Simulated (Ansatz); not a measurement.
A run of Ansatz 0.2.0 is set up as follows.

The input input.yaml:

```yaml
crystal:
  lattice:
    - [1.58, 0.9122134253, 6.15]
    - [-1.58, 0.9122134253, 6.15]
    - [0.0, -1.8244268506, 6.15]
  atoms:
    - { symbol: Mo, position: [0.0, 0.0, 0.0] }
    - { symbol: S, position: [0.417, 0.417, 0.417] }
    - { symbol: S, position: [0.25, 0.25, 0.25] }
hamiltonian:
  xc: pbesol
  pseudopotentials: { kind: paw }
  dispersion: d4
kpoints:
  mp_grid: { grid: [10, 10, 10] }
scf:
  occupations: { method: fermi_dirac, width: 0.05 }
output:
  forces: true
  stress: true
  eigenvalues: true
relax:
  f_tol: 0.01
  max_steps: 40
  cell: { stress_tol: 0.05 }
```

Potentials or basis: Ansatz PAW.

Command:

```bash
$ ansatz run input.yaml --threads 2 --pin off --max-ram 5632MiB --backend cpu --events-out ev --progress --plain --runs-dir out
```

**Question.** Predict the band gap on the k mesh.

**Answer.** 0.66 eV, indirect (least direct gap 2.05 eV).

**Question.** Estimate the relaxed volume.

**Answer.** 16.68 Å³/atom.

**Question.** Estimate the space group after relaxing (to 0.05 Å).

**Answer.** R3m (No. 160).

**Question.** What does it give for the relaxed cell?

**Answer.** a = 6.178 Å, b = 6.178 Å, c = 6.178 Å, α = 29.33°, β = 29.33°, γ = 29.33°.

Step by step:
| step | energy change (eV) | largest force (eV/Å) | volume (Å³) |
| --- | --- | --- | --- |
| 1 | 0.0000 | 0.2648 | 53.18 |
| 2 | -0.0256 | 0.0155 | 51.07 |
| 3 | -0.0289 | 0.0351 | 49.88 |
| 4 | -0.0290 | 0.0073 | 50.06 |
| 5 | -0.0290 | 0.0002 | 50.04 |
| 6 | -0.0288 | 0.0003 | 50.04 |

Caveat: the plane-wave basis is chosen anew once the cell has moved, so the energies of steps on either side of that aren't comparable; the PAW data sets come from PBE, with cores solved anew for the run's functional, which leaves a small shift of forces and pressure. A k mesh can miss the band edges.
